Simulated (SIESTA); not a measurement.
Crystal: PbS (Galena).

```xyz
2
Lattice="0.0000 2.9657 2.9657 2.9657 0.0000 2.9657 2.9657 2.9657 0.0000" Properties=species:S:1:pos:R:3 pbc="T T T"
Pb    0.0000    0.0000    0.0000
S     2.9657    2.9657    2.9657
```

Base run:

| Item | Value |
| --- | --- |
| Program | SIESTA 5.4.2 |
| Functional | LDA |
| Potentials or basis | PseudoDojo 0.4 standard (LDA files) |
| Basis | DZP (energy shift 0.003 Ry; two zetas on semicore shells) |
| Grid cutoff | 500 Ry |
| Energy shift | 0.003 Ry |
| k mesh | 8 × 8 × 8 |
| Occupations | fermi-dirac, width 0.05 eV |
| Spin | no spin polarisation |

Its results: band gap on the k mesh 0.30 eV, direct; pressure -1.8 GPa.

Question: The run is repeated on the same cell with these changes: functional from LDA to PBEsol; potentials or basis from PseudoDojo 0.4 standard (LDA files) to PseudoDojo 0.4 standard (PBEsol files). What comes out?

Answer: Band gap on the k mesh 0.32 eV, direct; pressure 0.0 GPa.

Caveats: spin-orbit coupling is left out, which as a rule narrows the gap of such compounds by several tenths of an eV; the basis of atomic orbitals isn't converged, which shifts pressures, moduli and gaps.
